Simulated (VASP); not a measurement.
# Si: G0W0 on PBE, by tags set and frequency points

Si, Fd-3m (no. 227), 2 atoms in the cell. PBE, GW; PAW potentials Si_GW (PBE set).

| Tags set | Frequency points | Quasiparticle gap on the mesh (eV) | Gap of the starting point on the mesh (eV) | Quasiparticle gap at the zone centre (eV) | Starting gap at the zone centre (eV) | Correction of the gap between the band edges on the mesh (eV) | Time (s) |
|---|---|---|---|---|---|---|---|
| NOMEGA = 48, OMEGAMAX left out | 48 | 1.23 | 0.71 | 3.21 | 2.54 | 0.52 | 16 |
| NOMEGA = 48, OMEGAMAX = 30 | 48 | 1.26 | 0.71 | 3.23 | 2.54 | 0.55 | 16 |
| NOMEGA = 96, OMEGAMAX left out | 96 | 1.21 | 0.71 | 3.18 | 2.54 | 0.50 | 16 |
| NOMEGA = 96, OMEGAMAX = 30 | 96 | 1.22 | 0.71 | 3.19 | 2.54 | 0.51 | 17 |
| NOMEGA = 96, OMEGAMAX = 20 | 96 | 1.22 | 0.71 | 3.19 | 2.54 | 0.51 | 16 |
| NOMEGA = 96, OMEGAMAX = 60 | 96 | 1.25 | 0.71 | 3.23 | 2.54 | 0.54 | 16 |
| NOMEGA = 200, OMEGAMAX left out | 200 | 1.21 | 0.71 | 3.18 | 2.54 | 0.51 | 20 |
| NOMEGA = 200, OMEGAMAX = 30 | 200 | 1.21 | 0.71 | 3.18 | 2.54 | 0.50 | 26 |

Limits: the mesh is coarse: the screening isn't converged, and the gap may still move by about 0.1 eV.

## Input of the first row

INCAR.step1:
```
SYSTEM = Si
PREC = Accurate ; ENCUT = 300
ISMEAR = 0 ; SIGMA = 0.05
LASPH = .TRUE. ; LREAL = .FALSE.
GGA = PE ; ALGO = Normal
EDIFF = 1E-8 ; NELM = 150
LWAVE = .TRUE. ; LCHARG = .FALSE.
KPAR = 4
```

INCAR.step2, as INCAR.step1 but for:
```
- ALGO = Normal
- NELM = 150
+ ALGO = Exact
+ NELM = 1
+ ISTART = 1
+ NBANDS = 188
+ LOPTICS = .TRUE.
```

INCAR.step3:
```
SYSTEM = Si
PREC = Accurate ; ENCUT = 300
ISMEAR = 0 ; SIGMA = 0.05
LASPH = .TRUE. ; LREAL = .FALSE.
GGA = PE ; ALGO = EVGW0
NBANDS = 188 ; NBANDSGW = 8
ENCUTGW = 160 ; NOMEGA = 48
PRECFOCK = Fast ; ISTART = 1
LWAVE = .FALSE. ; LCHARG = .FALSE.
NELMGW = 1 ; KPAR = 4
```

KPOINTS:
```
k-points
0
Gamma
  4 4 4
```

POSCAR:
```
Si
1.0
    0.0000000000      2.7218511865      2.7218511865
    2.7218511865      0.0000000000      2.7218511865
    2.7218511865      2.7218511865      0.0000000000
Si
2
Direct
    0.5000000000      0.5000000000      0.5000000000
    0.7500000000      0.7500000000      0.7500000000
```

Commands (each step's output is kept before the next begins):
```
cat potpaw_PBE.64/Si_GW/POTCAR > POTCAR
cp INCAR.step1 INCAR
mpirun -np 4 vasp_std > vasp.out
cp INCAR.step2 INCAR
mpirun -np 4 vasp_std > vasp.out
cp INCAR.step3 INCAR
mpirun -np 4 vasp_std > vasp.out
```

Changes of the last row against the first:
```
(step 3)
- NOMEGA = 48
+ NOMEGA = 200
+ OMEGAMAX = 30
```

VASP 6.6.1 took 16 s on 4 cores (Intel Xeon 6975P-C (Granite Rapids)), a shared host.
